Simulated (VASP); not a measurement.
# Ta (Im-3m) in VASP: a series of runs, part 2 of 3

VASP 6.6.1.

## Step 3: Optical spectrum, PBE

Input file INCAR:

```
  PREC = Accurate
  ENCUT = 520
  EDIFF = 1E-7
  ISMEAR = 1
  SIGMA = 0.1
  LREAL = F
  LASPH = T
  NELM = 100
  ALGO = Fast
  ISIF = 2
  LWAVE = F
  LCHARG = F
  GGA = PE
  LOPTICS = T
  NEDOS = 2000
  CSHIFT = 0.1
```

Input file KPOINTS:

```
regular mesh
0
Gamma
  22 22 22
```

Input file POSCAR:

```
Ta                                      
1.0
   -1.6600000000      1.6600000000      1.6600000000
    1.6600000000     -1.6600000000      1.6600000000
    1.6600000000      1.6600000000     -1.6600000000
  Ta            
     1
Direct
     0.0000000000000000    0.0000000000000000    0.0000000000000000
```

Potentials or basis: VASP PAW PBE potentials, release 64 (Ta_pv).

Run with:

```sh
cat potpaw_PBE.64/Ta_pv/POTCAR > POTCAR
mpirun -np 1 vasp_std > vasp.out
```

OUTCAR:

```text
PREC = Accurate
   ENCUT = 520
   EDIFF = 1E-7
   ISMEAR = 1
   LREAL = F
   LASPH = T
   NELM = 100
   ISIF = 2
   GGA = PE

 ion  position               nearest neighbor table
   1  0.000  0.000  0.000-

  LATTYP: Found a body centered cubic cell.
 ALAT       =     3.3200000000

  Lattice vectors:

 A1 = (  -1.6600000000,   1.6600000000,   1.6600000000)
 A2 = (   1.6600000000,  -1.6600000000,   1.6600000000)
 A3 = (   1.6600000000,   1.6600000000,  -1.6600000000)

Analysis of symmetry for initial positions (statically):
=====================================================================
 Subroutine PRICEL returns:
 Original cell was already a primitive cell.

 Routine SETGRP: Setting up the symmetry group for a
 body centered cubic supercell.

 Subroutine GETGRP returns: Found 48 space group operations
 (whereof 48 operations were pure point group operations)
 out of a pool of 48 trial point group operations.

The static configuration has the point symmetry O_h .

Analysis of symmetry for dynamics (positions and initial velocities):
=====================================================================
 Subroutine PRICEL returns:
 Original cell was already a primitive cell.

 Routine SETGRP: Setting up the symmetry group for a
[... 473 lines left out ...]
      0.00000      0.00000      0.00000        -0.000000      0.000000     -0.000000
 -----------------------------------------------------------------------------------
    total drift:                                0.000000      0.000000     -0.000000

  FREE ENERGIE OF THE ION-ELECTRON SYSTEM (eV)
  ---------------------------------------------------
  free  energy   TOTEN  =       -11.8118401367 eV

  energy  without entropy=      -11.8115814799  energy(sigma->0) =      -11.81175392

 electrical conductivity sigma (Mega S m-1) (frequency dependency in vasprun.xml)
  --------------------------------------------------------------------------------------
       0.197      -0.000       0.000
       0.000       0.197       0.000
       0.000       0.000       0.197

  frequency dependent IMAGINARY DIELECTRIC FUNCTION (independent particle, no local field effects) density-density
     E(ev)      X         Y         Z        XY        YZ        ZX
  --------------------------------------------------------------------------------------------------------------
     0.00000     0.00000     0.00000     0.00000     0.00000     0.00000     0.00000
     0.52837     3.37461     3.37461     3.37461     0.00000     0.00000    -0.00000
     1.05674     5.56136     5.56136     5.56136    -0.00000    -0.00000    -0.00000
     1.58511     6.34020     6.34020     6.34020     0.00000     0.00000    -0.00000
     2.11348     7.58954     7.58954     7.58954     0.00000     0.00000    -0.00000
     2.64184    16.64348    16.64348    16.64348    -0.00000    -0.00000     0.00000
[... 92 lines left out ...]
    51.78016     0.00239     0.00239     0.00239    -0.00000    -0.00000    -0.00000
    52.30853     0.00222     0.00222     0.00222    -0.00000    -0.00000    -0.00000

  frequency dependent      REAL DIELECTRIC FUNCTION (independent particle, no local field effects) density-density
     E(ev)        X           Y           Z          XY          YZ          ZX
  --------------------------------------------------------------------------------------------------------------
     0.00000    35.37947    35.37947    35.37947     0.00000     0.00000    -0.00000
     0.52837    16.93942    16.93942    16.93942    -0.00000     0.00000     0.00000
     1.05674    17.78609    17.78609    17.78609    -0.00000    -0.00000    -0.00000
     1.58511    16.32585    16.32585    16.32585     0.00000    -0.00000     0.00000
     2.11348    15.41074    15.41074    15.41074    -0.00000    -0.00000     0.00000
     2.64184    15.19804    15.19804    15.19804    -0.00000    -0.00000     0.00000
[... 92 lines left out ...]
    51.78016     0.66716     0.66716     0.66716     0.00000     0.00000    -0.00000
    52.30853     0.67932     0.67932     0.67932     0.00000     0.00000    -0.00000

  frequency dependent IMAGINARY DIELECTRIC FUNCTION (independent particle, no local field effects) current-current
     E(ev)      X         Y         Z        XY        YZ        ZX
  --------------------------------------------------------------------------------------------------------------
     0.00000   194.42953   194.42953   194.42953     0.00000    -0.00000     0.00000
     0.52837     9.30406     9.30406     9.30406     0.00000     0.00000    -0.00000
     1.05674     8.71857     8.71857     8.71857     0.00000     0.00000    -0.00000
     1.58511     8.26917     8.26917     8.26917     0.00000     0.00000    -0.00000
     2.11348     8.91526     8.91526     8.91526     0.00000     0.00000    -0.00000
     2.64184    17.67244    17.67244    17.67244     0.00000     0.00000    -0.00000
[... 92 lines left out ...]
    51.78016     0.00110     0.00110     0.00110    -0.00000     0.00000     0.00000
    52.30853     0.00099     0.00099     0.00099    -0.00000     0.00000     0.00000

  frequency dependent      REAL DIELECTRIC FUNCTION (independent particle, no local field effects) current-current
     E(ev)        X           Y           Z          XY          YZ          ZX
  --------------------------------------------------------------------------------------------------------------
     0.00000    13.69475    13.69475    13.69475     0.00000     0.00000    -0.00000
     0.52837    16.49319    16.49319    16.49319     0.00000     0.00000    -0.00000
     1.05674    16.92542    16.92542    16.92542     0.00000     0.00000    -0.00000
     1.58511    15.61790    15.61790    15.61790     0.00000     0.00000    -0.00000
     2.11348    14.75799    14.75799    14.75799     0.00000     0.00000    -0.00000
     2.64184    13.94285    13.94285    13.94285    -0.00000    -0.00000     0.00000
[... 92 lines left out ...]
    51.78016     0.66729     0.66729     0.66729    -0.00000     0.00000    -0.00000
    52.30853     0.67945     0.67945     0.67945    -0.00000     0.00000    -0.00000
```

OSZICAR:

```text
N       E                     dE             d eps       ncg     rms          rms(c)
DAV:   1     0.459590418670E+02    0.45959E+02   -0.65936E+03  5904   0.117E+03
DAV:   2    -0.115882321191E+02   -0.57547E+02   -0.56574E+02  7559   0.245E+02
DAV:   3    -0.122835205770E+02   -0.69529E+00   -0.67697E+00  7081   0.268E+01
DAV:   4    -0.122887542506E+02   -0.52337E-02   -0.52192E-02  6742   0.178E+00
DAV:   5    -0.122887888888E+02   -0.34638E-04   -0.34634E-04  6597   0.127E-01    0.131E+01
RMM:   6    -0.119197521932E+02    0.36904E+00   -0.35989E-01  6023   0.641E+00    0.633E+00
RMM:   7    -0.118111504177E+02    0.10860E+00   -0.44448E-01  6459   0.658E+00    0.376E-01
RMM:   8    -0.118115199695E+02   -0.36955E-03   -0.22113E-02  6923   0.159E+00    0.432E-01
RMM:   9    -0.118119710932E+02   -0.45112E-03   -0.47554E-03  7194   0.615E-01    0.157E-01
RMM:  10    -0.118118330390E+02    0.13805E-03   -0.78564E-04  6605   0.307E-01    0.462E-02
RMM:  11    -0.118118373726E+02   -0.43336E-05   -0.84343E-05  7571   0.107E-01    0.399E-03
RMM:  12    -0.118118393659E+02   -0.19933E-05   -0.14772E-05  7869   0.372E-02    0.651E-03
RMM:  13    -0.118118402778E+02   -0.91189E-06   -0.38199E-06  7264   0.231E-02    0.121E-02
RMM:  14    -0.118118400374E+02    0.24038E-06   -0.13108E-06  6549   0.124E-02    0.352E-03
RMM:  15    -0.118118401367E+02   -0.99321E-07   -0.32639E-07  4800   0.575E-03
   1 F= -.11811840E+02 E0= -.11811754E+02  d E =-.258657E-03
 imaginary and real dielectric function
```

Wall time 54 s (1 thread of Intel Xeon Platinum 8488C (Sapphire Rapids), shared host); peak memory 0.25 GiB.

What came out:

```
Free energy            : -11.8118 eV
Pressure               : 0.1 GPa
Band gap on the k mesh : none (metal or under the smearing width)
```

Dielectric function (mean over the directions given):
```csv
energy (eV),real part,imaginary part
0.32,16.45,6.03
0.79,17.61,4.30
1.27,16.53,7.11
1.82,15.74,7.15
2.30,17.28,7.88
2.77,12.58,14.99
3.33,9.88,16.76
3.80,5.64,13.60
4.28,8.53,13.07
4.83,6.62,17.39
5.31,-3.36,21.11
5.79,-8.91,11.74
6.34,-7.15,6.70
6.82,-4.64,4.43
7.37,-3.34,3.90
7.85,-1.93,3.48
8.32,-1.84,4.18
8.88,-2.52,4.73
9.35,-2.59,3.57
9.83,-3.81,3.55
10.38,-2.90,1.90
10.86,-3.02,1.43
11.33,-2.51,0.88
11.89,-1.94,0.74
12.36,-1.77,0.28
12.84,-1.38,0.11
13.39,-0.98,0.06
13.87,-0.74,0.04
14.42,-0.52,0.04
14.90,-0.37,0.03
15.38,-0.23,0.03
15.93,-0.10,0.02
16.41,0.00,0.02
16.88,0.09,0.02
17.44,0.18,0.02
17.91,0.25,0.01
18.39,0.32,0.01
18.94,0.39,0.01
19.42,0.44,0.01
19.97,0.50,0.01
```

Caveat: independent-particle spectra lack excitons; the intraband (Drude) part of a metal's response may be missing.

## Step 4: Optical spectrum, PBE

INCAR is that of step 3.

Input file KPOINTS:

```
regular mesh
0
Gamma
  32 32 32
```

POSCAR is that of step 3.

Potentials or basis: VASP PAW PBE potentials, release 64 (Ta_pv).

Run with:

```sh
cat potpaw_PBE.64/Ta_pv/POTCAR > POTCAR
mpirun -np 1 vasp_std > vasp.out
```

OUTCAR:

```text
PREC = Accurate
   ENCUT = 520
   EDIFF = 1E-7
   ISMEAR = 1
   LREAL = F
   LASPH = T
   NELM = 100
   ISIF = 2
   GGA = PE

 ion  position               nearest neighbor table
   1  0.000  0.000  0.000-

  LATTYP: Found a body centered cubic cell.
 ALAT       =     3.3200000000

  Lattice vectors:

 A1 = (  -1.6600000000,   1.6600000000,   1.6600000000)
 A2 = (   1.6600000000,  -1.6600000000,   1.6600000000)
 A3 = (   1.6600000000,   1.6600000000,  -1.6600000000)

Analysis of symmetry for initial positions (statically):
=====================================================================
 Subroutine PRICEL returns:
[... 512 lines left out ...]
     1.59228     6.81033     6.81033     6.81033     0.00000     0.00000    -0.00000
     2.12304     7.69306     7.69306     7.69306     0.00000     0.00000    -0.00000
     2.65380    14.00647    14.00647    14.00647    -0.00000    -0.00000    -0.00000
[... 92 lines left out ...]
    52.01456     0.00231     0.00231     0.00231    -0.00000    -0.00000    -0.00000
    52.54532     0.00215     0.00215     0.00215    -0.00000    -0.00000    -0.00000

  frequency dependent      REAL DIELECTRIC FUNCTION (independent particle, no local field effects) density-density
     E(ev)        X           Y           Z          XY          YZ          ZX
  --------------------------------------------------------------------------------------------------------------
     0.00000    45.91811    45.91811    45.91811    -0.00000    -0.00000     0.00000
     0.53076    16.25715    16.25715    16.25715    -0.00000     0.00000    -0.00000
     1.06152    18.05213    18.05213    18.05213    -0.00000    -0.00000    -0.00000
     1.59228    15.16728    15.16728    15.16728     0.00000     0.00000    -0.00000
     2.12304    18.62543    18.62543    18.62543    -0.00000    -0.00000    -0.00000
     2.65380    15.65790    15.65790    15.65790    -0.00000     0.00000    -0.00000
[... 92 lines left out ...]
    52.01456     0.67230     0.67230     0.67230     0.00000     0.00000     0.00000
    52.54532     0.68413     0.68413     0.68413     0.00000     0.00000     0.00000

  frequency dependent IMAGINARY DIELECTRIC FUNCTION (independent particle, no local field effects) current-current
     E(ev)      X         Y         Z        XY        YZ        ZX
  --------------------------------------------------------------------------------------------------------------
     0.00000   254.67946   254.67946   254.67946    -0.00000    -0.00000    -0.00000
     0.53076     9.95720     9.95720     9.95720     0.00000     0.00000    -0.00000
     1.06152     9.30294     9.30294     9.30294    -0.00000    -0.00000     0.00000
     1.59228     8.55900     8.55900     8.55900    -0.00000     0.00000    -0.00000
     2.12304     9.34469     9.34469     9.34469    -0.00000    -0.00000    -0.00000
     2.65380    15.08807    15.08807    15.08807    -0.00000     0.00000    -0.00000
[... 92 lines left out ...]
    52.01456     0.00105     0.00105     0.00105     0.00000     0.00000     0.00000
    52.54532     0.00095     0.00095     0.00095     0.00000     0.00000     0.00000

  frequency dependent      REAL DIELECTRIC FUNCTION (independent particle, no local field effects) current-current
     E(ev)        X           Y           Z          XY          YZ          ZX
  --------------------------------------------------------------------------------------------------------------
     0.00000     3.09712     3.09712     3.09712     0.00000     0.00000    -0.00000
     0.53076    15.71735    15.71735    15.71735    -0.00000    -0.00000     0.00000
     1.06152    17.14335    17.14335    17.14335    -0.00000    -0.00000    -0.00000
     1.59228    14.44040    14.44040    14.44040    -0.00000    -0.00000    -0.00000
     2.12304    17.98704    17.98704    17.98704    -0.00000    -0.00000    -0.00000
     2.65380    14.65667    14.65667    14.65667    -0.00000    -0.00000    -0.00000
[... 92 lines left out ...]
    52.01456     0.67246     0.67246     0.67246     0.00000    -0.00000     0.00000
    52.54532     0.68429     0.68429     0.68429     0.00000    -0.00000     0.00000
```

OSZICAR:

```text
N       E                     dE             d eps       ncg     rms          rms(c)
DAV:   1     0.461655141234E+02    0.46166E+02   -0.66013E+03 16162   0.116E+03
DAV:   2    -0.116079943617E+02   -0.57774E+02   -0.56930E+02 20683   0.246E+02
DAV:   3    -0.122824843138E+02   -0.67449E+00   -0.65421E+00 18759   0.266E+01
DAV:   4    -0.122868532169E+02   -0.43689E-02   -0.43580E-02 18458   0.178E+00
DAV:   5    -0.122868798409E+02   -0.26624E-04   -0.26623E-04 18006   0.121E-01    0.131E+01
RMM:   6    -0.119204136788E+02    0.36647E+00   -0.35820E-01 16464   0.640E+00    0.633E+00
RMM:   7    -0.118119152367E+02    0.10850E+00   -0.44077E-01 17677   0.655E+00    0.368E-01
RMM:   8    -0.118123857137E+02   -0.47048E-03   -0.22425E-02 19022   0.159E+00    0.428E-01
RMM:   9    -0.118128427095E+02   -0.45700E-03   -0.52326E-03 19702   0.664E-01    0.152E-01
RMM:  10    -0.118127060792E+02    0.13663E-03   -0.89994E-04 18057   0.322E-01    0.431E-02
RMM:  11    -0.118127131003E+02   -0.70211E-05   -0.10813E-04 20917   0.113E-01    0.729E-03
RMM:  12    -0.118127155489E+02   -0.24485E-05   -0.16999E-05 21485   0.401E-02    0.668E-03
RMM:  13    -0.118127165600E+02   -0.10111E-05   -0.42113E-06 20223   0.222E-02    0.751E-03
RMM:  14    -0.118127162386E+02    0.32142E-06   -0.12734E-06 18004   0.119E-02    0.357E-03
RMM:  15    -0.118127163234E+02   -0.84795E-07   -0.32245E-07 12701   0.565E-03
   1 F= -.11812716E+02 E0= -.11812720E+02  d E =0.101539E-04
 imaginary and real dielectric function
```

stdout:

```text
POSCAR found type information on POSCAR Ta
 POSCAR found :  1 types and       1 ions
 scaLAPACK will be used
 LDA part: xc-table for (Slater+PW92), standard interpolation
 POSCAR, INCAR and KPOINTS ok, starting setup
 FFT: planning ... GRIDC
 FFT: planning ... GRID_SOFT
 FFT: planning ... GRID
 WAVECAR not read
 entering main loop
 optical routines
 imaginary and real dielectric function
 recalculating local potential from charge density
 direction            1
 direction            2
 direction            3
```

Wall time 2.4 min (1 thread of Intel Xeon Platinum 8488C (Sapphire Rapids), shared host); peak memory 0.47 GiB.

Results:

```
Free energy            : -11.8127 eV
Pressure               : 0.0 GPa
Band gap on the k mesh : none (metal or under the smearing width)
```

Dielectric function (mean over the directions given):
```
energy (eV)  real part  imaginary part
       0.32      14.24            7.22
       0.80      17.27            3.82
       1.27      16.85            7.05
       1.83      15.98            6.70
       2.31      17.66           12.03
       2.79      14.68           15.74
       3.34       8.58           15.69
       3.82       4.81           13.62
       4.30       7.48           13.37
       4.86       7.50           18.01
       5.33      -5.48           21.44
       5.81      -9.23           11.10
       6.37      -7.45            6.72
       6.85      -4.52            4.37
       7.32      -3.37            3.73
       7.88      -2.32            3.41
       8.36      -1.51            3.81
       8.84      -2.23            4.35
       9.39      -2.77            4.02
       9.87      -3.54            2.84
      10.35      -3.04            2.40
      10.91      -2.72            1.40
      11.38      -2.48            0.91
      11.86      -2.14            0.68
      12.42      -1.78            0.28
      12.90      -1.34            0.13
      13.38      -1.02            0.06
      13.93      -0.73            0.04
      14.41      -0.54            0.04
      14.89      -0.38            0.03
      15.45      -0.23            0.03
      15.92      -0.11            0.02
      16.40      -0.01            0.02
      16.96       0.09            0.02
      17.44       0.17            0.02
      17.91       0.25            0.01
      18.47       0.32            0.01
      18.95       0.38            0.01
      19.43       0.44            0.01
      19.98       0.49            0.01
```

Caveat: independent-particle spectra lack excitons; the intraband (Drude) part of a metal's response may be missing.

[end of part 2 of 3]
